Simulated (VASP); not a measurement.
Set up this calculation in VASP 6.6.1, as the native input.

```
Task                   : dielectric tensor
Functional             : LDA
Potentials or basis    : VASP PAW LDA potentials, release 64 (Zr_sv, O)
Cutoff                 : 600 eV
k mesh                 : 10 × 10 × 8
Occupations            : gaussian, width 0.03 eV
Spin                   : no spin polarisation
Monkhorst-Pack mesh    : yes
Further INCAR settings : ALGO = Normal; EDIFF = 1e-08
```

The structure of ZrO2 lies in POSCAR:

```
ZrO2                                    
1.0
    3.5601759346      0.0000000000      0.0000000000
    0.0000000000      3.5601759346      0.0000000000
    0.0000000000      0.0000000000      5.1091543479
  Zr              O             
     2     4
Direct
     0.0000000000000000    0.0000000000000000    0.0000000000000000
     0.5000000000000000    0.5000000000000000    0.5000000000000000
     1.0000000000000000    0.5000000000000000    0.2084306567941038
     1.0000000000000000    0.5000000000000000    0.7084306567941038
     0.5000000000000000    0.0000000000000000    0.2915693432058962
     0.5000000000000000    0.0000000000000000    0.7915693432058962
```

One way to write it, as run:

INCAR

```
SYSTEM = ZrO2
PREC = Accurate
ENCUT = 600
EDIFF = 1E-8
ISMEAR = 0
SIGMA = 0.03
LREAL = .FALSE.
LASPH = .TRUE.
NELM = 80
ALGO = Normal
ISIF = 2
LWAVE = .FALSE.
LCHARG = .FALSE.
LEPSILON = .TRUE.
KPAR = 2
```

KPOINTS

```
Automatic mesh
0
Monkhorst
  10 10 8
  0 0 0
```

Potentials or basis: VASP PAW LDA potentials, release 64 (Zr_sv, O).

The run is started by

```bash
$ cat potpaw_LDA.64/Zr_sv/POTCAR potpaw_LDA.64/O/POTCAR > POTCAR
$ mpirun -np 2 vasp_std > vasp.out
```

It gave:

```json
{"Electronic dielectric tensor (diagonal)": "5.78, 5.78, 5.28", "Born charges (mean of the diagonal)": "Zr +5.53; O -2.76 e"}
```

It took 12 min on 2 MPI ranks on Intel(R) Xeon(R) 6975P-C (Granite Rapids), with other jobs on the host, peak memory 0.57 GiB a rank.
